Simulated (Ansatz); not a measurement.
Level of theory: DFT PBE, scalar-relativistic, plane waves, PAW in Ansatz 0.2.0. All cells share a 420 eV cutoff and Γ-centred k meshes spaced about 0.3 Å⁻¹ or finer (0.25 for metals, 2π included). No spin polarisation.

Relaxed structures of GaH, with energies over the first row. Coordination counts H atoms around Ga (those within 1.25 times the shortest such distance or 1.15 times the sum of covalent radii).

```csv
#,form,sites,V (Å³/atom),coordination,ΔE (meV/atom)
1,P2_1/m,Ga 2e; H 2e,12.8,Ga 3,0
2,Pmmn,Ga 2b; H 2a,15.7,Ga 2,16
3,P4/mmm,Ga 1d; H 1c,12.9,Ga 2,37
```

A further structure, relaxed alike:

```cif
data_structure
_symmetry_space_group_name_H-M 'P 1'
_symmetry_Int_Tables_number 1
_cell_length_a 2.7853
_cell_length_b 2.7853
_cell_length_c 3.5382
_cell_angle_alpha 90.000
_cell_angle_beta 90.000
_cell_angle_gamma 120.000
_cell_volume 23.77
loop_
_atom_site_label
_atom_site_type_symbol
_atom_site_fract_x
_atom_site_fract_y
_atom_site_fract_z
_atom_site_occupancy
Ga1 Ga 0.00000 0.00000 0.00000 1
H1 H 0.00000 0.00000 0.50000 1
```

Problem. Place it among the others.

Solution. It is the lowest, 66 meV/atom below row 1, with space group P6/mmm (No. 191) and 11.9 Å³/atom. Counting H atoms around Ga, this cell has Ga 2 and row 1 has Ga 3. Ga is surrounded by 2 H at 1.77 Å; H is surrounded by 2 Ga at 1.77 Å.

Even the lowest cell shown lies +0.21 eV/atom against the elements' standard structures at this level. For metals, differences of a few meV/atom aren't resolved. Weakly bound directions are ill-defined at this level, which has no dispersion term (P2_1/m, Pmmn), and this can change margins and order among such cells. With hydrogen, zero-point motion can shift such differences by 10 meV/atom or more. With atoms moved at random, row 1 (by 60 meV/atom) and row 2 (by 76 meV/atom) fell into a lower structure and the further cell came back. Row 3 had no clear such test and can be a saddle point. Some types were kept out of the candidates beforehand, so the set may lack a known form.
